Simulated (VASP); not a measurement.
# InP (F-43m) in VASP: notebook, part 2 of 2

VASP 6.6.1.

### 3 EvGW0 quasiparticle levels, PBE

Input file POSCAR:

```
InP
1.0
    0.0000000000      2.9305000000      2.9305000000
    2.9305000000      0.0000000000      2.9305000000
    2.9305000000      2.9305000000      0.0000000000
In P
1 1
Direct
    0.0000000000      0.0000000000      0.0000000000
    0.7500000000      0.7500000000      0.7500000000
```

Input file INCAR.step1:

```
ALGO = Fast ; EDIFF = 1E-8
ENCUT = 450 ; GGA = PE
ISMEAR = 0 ; LASPH = T
LCHARG = F ; LREAL = F
LWAVE = T ; NELM = 80
PREC = Accurate ; SIGMA = 0.01
```

Input file INCAR.step2:

```
ALGO = Exact ; EDIFF = 1E-8
ENCUT = 450 ; GGA = PE
ISMEAR = 0 ; ISTART = 1
LASPH = T ; LCHARG = F
LOPTICS = T ; LREAL = F
LWAVE = T ; NBANDS = 123
NELM = 1 ; PREC = Accurate
SIGMA = 0.01
```

Input file INCAR.step3:

```
ALGO = EVGW0 ; EDIFF = 1E-8
ENCUT = 450 ; ENCUTGW = 100
GGA = PE ; ISMEAR = 0
ISTART = 1 ; LASPH = T
LCHARG = F ; LREAL = F
LWAVE = F ; NBANDS = 123
NBANDSGW = 17 ; NELMGW = 4
NOMEGA = 50 ; PREC = Accurate
PRECFOCK = Fast ; SIGMA = 0.01
```

Input file KPOINTS:

```
k-points
0
Gamma
  4 4 4
```

Potentials or basis: VASP PAW PBE potentials, release 64 (In_d_GW, P_GW).

The run is started by

```console
> cat potpaw_PBE.64/In_d_GW/POTCAR potpaw_PBE.64/P_GW/POTCAR > POTCAR
> cp INCAR.step1 INCAR
> mpirun -np 1 vasp_std > vasp.out
> cp INCAR.step2 INCAR
> mpirun -np 1 vasp_std > vasp.out
> cp INCAR.step3 INCAR
> mpirun -np 1 vasp_std > vasp.out
```

OUTCAR:

```text
EDIFF = 1E-8
   ENCUT = 450
   ENCUTGW = 100
   GGA = PE
   ISMEAR = 0
   ISTART = 1
   LASPH = T
   LREAL = F
   NELMGW = 4
   PREC = Accurate
   PRECFOCK = Fast

 ion  position               nearest neighbor table
   1  0.000  0.000  0.000-   2 2.54   2 2.54   2 2.54   2 2.54
   2  0.750  0.750  0.750-   1 2.54   1 2.54   1 2.54   1 2.54

  LATTYP: Found a face centered cubic cell.
 ALAT       =     5.8610000000

  Lattice vectors:

 A1 = (   0.0000000000,   2.9305000000,   2.9305000000)
 A2 = (   2.9305000000,   0.0000000000,   2.9305000000)
 A3 = (   2.9305000000,   2.9305000000,   0.0000000000)

Analysis of symmetry for initial positions (statically):
=====================================================================
 Subroutine PRICEL returns:
 Original cell was already a primitive cell.

 Routine SETGRP: Setting up the symmetry group for a
 face centered cubic supercell.

 Subroutine GETGRP returns: Found 24 space group operations
 (whereof 24 operations were pure point group operations)
 out of a pool of 48 trial point group operations.

The static configuration has the point symmetry T_d .

Analysis of symmetry for dynamics (positions and initial velocities):
=====================================================================
 Subroutine PRICEL returns:
 Original cell was already a primitive cell.

 Routine SETGRP: Setting up the symmetry group for a
 face centered cubic supercell.

 Subroutine GETGRP returns: Found 24 space group operations
 (whereof 24 operations were pure point group operations)
 out of a pool of 48 trial point group operations.

The dynamic configuration has the point symmetry T_d .

 Subroutine INISYM returns: Found 24 space group operations
 (whereof 24 operations are pure point group operations),
[... 76 lines left out ...]
   LASPH  =      T    aspherical Exc in radial PAW
   ENCUT  =  450.0 eV  33.07 Ry    5.75 a.u.   7.17  7.17  7.17*2*pi/ulx,y,z
   NELM   =     60;   NELMIN=  2; NELMDL=  0     # of ELM steps
   EDIFF  = 0.1E-07   stopping-criterion for ELM
   LREAL  =      F    real-space projection
   EDIFFG = 0.1E-06   stopping-criterion for IOM
   NSW    =      0    number of steps for IOM
   IBRION =     -1    ionic relax: 0-MD 1-quasi-New 2-CG
   NFREE  =      0    steps in history (QN), initial steepest desc. (CG)
   ISIF   =      0    stress and relaxation
   ISYM   =      3    0-nonsym 1-usesym 2-fastsym
   POTIM  = 0.5000    time-step for ionic-motion
   TEBEG  =    0.0;   TEEND  =   0.0 temperature during run
   PSTRESS=    0.0 pullay stress
   NELECT =      18.0000    total number of electrons
   NUPDOWN=      -1.0000    fix difference up-down
   EMIN   =  10.00;   EMAX   =-10.00  energy-range for DOS
   EFERMI =   0.00;   METHOD = LEGACY
   ISMEAR =     0;   SIGMA  =   0.01  broadening in eV -4-tet -1-fermi 0-gaus
   EFERMI_NEDOS =   21; number of points for ismear=-14 and -15
   IALGO  =     38    algorithm
   IMIX   =      4    mixing-type and parameters
     AMIX     =   0.40;   BMIX     =  1.00
     AMIX_MAG =   1.60;   BMIX_MAG =  1.00
  volume/ion in A,a.u.               =      25.17       169.83
  Fermi-wavevector in a.u.,A,eV,Ry     =   1.162021  2.195901 18.371846  1.350293
  Thomas-Fermi vector in A             =   2.298587
   LORBIT       =      0    0 simple, 1 ext, 2 COOP (PROOUT), +10 PAW based schemes
   GGA     = PE    functional components
   LHFCALC =     T    Hartree Fock is set to
   PRECFOCK=fast      Normal, Fast or Accurate (Low or Medium for compatibility)
   ENCUT4O =  -1.0   cutoff for four orbital integrals eV
   NKREDX  =     1    reduce k-point grid by
   NKREDY  =     1    reduce k-point grid by
   NKREDZ  =     1    reduce k-point grid by
   AEXX    =    1.0000 exact exchange contribution
   HFSCREEN=    0.0000 screening length (either q_TF or 0.3 A-1)
   HFSCREENC=   0.0000 screening length for correlation (either q_TF or 0.3 A-1)
   ENCUTFOCK=  -1.0 apply spherical cutoff to Coloumb kernel
   IVDW    =     0    specifies the selected vdW correction
   LEPSILON=     F    determine dielectric tensor
   LRPA    =     F    only Hartree local field effects (RPA)
   LRPAFORCE           =     F    calculate RPA forces
   ENCUTGW             = 100.0    cutoff for response function in eV
   ENCUTGWSOFT         =  80.0    soft cutoff for Coulomb kernel in GW response function in eV
   ENCUTLF             =  -1.0    cutoff for local field effects
   NELMGW              =     4    number of iterations in solving QP/BSE equation
   NELMHF              =     1    number of iterations in the inner HF iteration
   NKREDLFX            =     1    NKREDLFY  =   1   NKREDLFZ  =   1
 non-spin polarized calculation
 Gauss-broadening in eV      SIGMA  =   0.01
  energy-cutoff  :      450.00
  volume of cell :       50.33
 maximum number of plane-waves:      1106
 NGX is ok and might be reduce to    30
  NGX = 16; NGY = 16; NGZ = 16
   NGX = 15   NGY = 15   NGZ = 15
 maximum number of plane-waves:       125
 NGX is ok and might be reduce to    14

 QP shifts <psi_nk| G(iteration)W_0 |psi_nk>: iteration 1
 for sc-GW calculations column KS-energies equals QP-energies in previous step
 and V_xc(KS)=  KS-energies - (<T + V_ion + V_H > + <T+V_H+V_ion>^1  + <V_x>^1)

 k-point   1 :       0.0000    0.0000    0.0000
  band No.  KS-energies  QP-energies   sigma(KS)   V_xc(KS)     V^pw_x(r,r')   Z            occupation Imag(sigma)

      1     -10.2904     -12.3836     -19.5898     -16.5951     -25.3090       0.6990       2.0000       0.3769
      2     -10.2904     -12.3836     -19.5898     -16.5951     -25.3090       0.6990       2.0000       0.3769
      3     -10.2904     -12.3836     -19.5898     -16.5951     -25.3090       0.6990       2.0000       0.3769
      4     -10.1408     -12.2679     -19.7197     -16.6830     -25.3349       0.7005       2.0000       0.3024
      5     -10.1408     -12.2679     -19.7197     -16.6830     -25.3349       0.7005       2.0000       0.3024
      6      -7.5659      -7.9123     -11.8679     -11.2997     -18.2672       0.6097       2.0000       0.9069
[... 653 lines left out ...]
      3     -13.0730     -13.1220     -19.6271       6.4845     -25.3749       0.7035       2.0000       0.3691
      4     -13.0600     -13.1103     -19.6365       6.5046     -25.3219       0.6988       2.0000       0.2938
      5     -13.0358     -13.0864     -19.6766       6.5686     -25.3489       0.7010       2.0000       0.2846
      6      -5.6535      -5.6662     -13.1405       7.4680     -18.7276       0.6700       2.0000       0.6949
[... 9 lines left out ...]
     16      16.2772      16.2772     -10.2622      26.5395      -4.0202       0.7268       0.0000      -0.5082
     17      15.9965      15.9963      -9.3474      25.3436      -3.4176       0.7364       0.0000      -0.4788
```

OUTCAR.step2:

```text
EDIFF = 1E-8
   ENCUT = 450
   GGA = PE
   ISMEAR = 0
[... 730 lines left out ...]
  --------------------------------------------------------------------------------------------------------------
     0.00000    41.46007    41.46007    41.46007    -0.00000    -0.00000     0.00000
     1.25382     5.38652     5.38652     5.38652    -0.00000    -0.00000     0.00000
     2.50764   -21.49324   -21.49324   -21.49324    -0.00000     0.00000     0.00000
     3.76147    30.63879    30.63879    30.63879    -0.00000    -0.00000     0.00000
     5.01529    -5.24607    -5.24607    -5.24607     0.00000     0.00000    -0.00000
     6.26911    -5.75350    -5.75350    -5.75350     0.00000     0.00000    -0.00000
[... 92 lines left out ...]
   122.87453     0.95316     0.95316     0.95316     0.00000     0.00000    -0.00000
   124.12835     0.95429     0.95429     0.95429     0.00000     0.00000    -0.00000
```

Run time: 7.9 min. Hardware: 1 thread of AMD EPYC 9R45 (Zen 5), shared host; peak memory 0.38 GiB.

What came out:

```yaml
Band_gap_on_the_k_mesh_mean-field_level: 0.70 eV, direct
Quasiparticle_gap: 1.31 eV
Least_direct_quasiparticle_gap: 1.31 eV
```

Quasiparticle gap after each update of the energies (eV): 1.21, 1.29, 1.30, 1.31

Caveat: the k mesh is coarse (spacing up to 0.46 Å⁻¹), so the values aren't converged; bands, screening cutoff and mesh are small and nothing is extrapolated, so the quasiparticle values aren't converged; spin-orbit coupling is left out, which moves the levels of the heavy elements.

### 4 Comparison with measurements

Step 2. Measured gap of InP: 1.4236 eV (direct; 1.6 K; a printed reference work, data compilation). This calculation gives 1.08 eV (-0.35 eV). Spin-orbit coupling on In is left out. The value is that of PBE-EpsX, without temperature or zero-point motion.
